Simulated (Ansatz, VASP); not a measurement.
Two plane-wave programs on BN

```
B N
1.0
     2.52158    0.00000    0.00000
    -1.26079    2.18375    0.00000
     0.00000    0.00000    7.43412
B N
2 2
Cartesian
  0.0000 1.4558 1.8585
  1.2608 0.7279 5.5756
  0.0000 1.4558 5.5756
  1.2608 0.7279 1.8585
```

Alike in both runs: task single point; functional PBEsol; k mesh 12 × 12 × 4; occupations gaussian, width 0.05 eV; no spin polarisation.

```csv
,VASP,Ansatz
version,VASP 6.6.1,Ansatz 0.2.0
potentials or method,"VASP PAW PBE potentials, release 64 (B, N)","scalar-relativistic, plane waves, PAW"
plane-wave cutoff (eV),520,520
valence electrons in the cell,16,16
```

VASP gave:

* gap on the k mesh at the Fermi level (eV): 4.32
* least direct gap on the mesh (eV): 4.56
* pressure (GPa): -4.2
* largest component of the traceless stress (GPa): 3.76

Question: Estimate Ansatz's values.

Answer: gap on the k mesh at the Fermi level (eV): 4.32; least direct gap on the mesh (eV): 4.56; pressure (GPa): -4.6; largest component of the traceless stress (GPa): 4.28.

Ansatz warned: «pseudo_functional_mismatch».

Caveats: the PAW data sets were made with another functional, which shifts forces and pressure a little (VASP); this functional lacks dispersion, which binds the layers, so the pressure and a relaxed spacing across them are unreliable. A k mesh can miss the band edges.
